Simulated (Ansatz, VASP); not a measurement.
AlN: VASP beside Ansatz

```xyz
4
Lattice="3.1138 0.0000 0.0000 -1.5569 2.6967 0.0000 0.0000 0.0000 4.9836" Properties=species:S:1:pos:R:3 pbc="T T T"
Al    0.0000    1.7978   -0.0174
Al    1.5569    0.8989    2.4744
N     0.0000    1.7978    1.8863
N     1.5569    0.8989    4.3780
```

Alike in both runs: task single point; functional LDA; k mesh 9 × 9 × 6; occupations gaussian, width 0.02 eV; no spin polarisation.

|  | VASP | Ansatz |
| --- | --- | --- |
| version | VASP 6.6.1 | Ansatz 0.2.0 |
| potentials or method | VASP PAW LDA potentials, release 64 (Al, N) | scalar-relativistic, plane waves, PAW |
| plane-wave cutoff (eV) | 520 | 420 |
| valence electrons in the cell | 16 | 16 |

|  | VASP | Ansatz | Ansatz less VASP |
| --- | --- | --- | --- |
| gap on the k mesh at the Fermi level (eV) | 4.21 | 4.20 | -0.007 |
| least direct gap on the mesh (eV) | 4.21 | 4.20 | -0.007 |
| pressure (GPa) | -4.4 | -4.9 | -0.53 |
| largest component of the traceless stress (GPa) | 0.20 | 0.21 | +0.005 |
| rms of the force components (eV/Å) | 0.006 | 0.006 | 0.0000 |

Atom by atom the forces differ by 0.000 eV/Å (rms over components).

Caveats: an odd mesh through Γ misses points on the zone boundary, where band edges often lie.
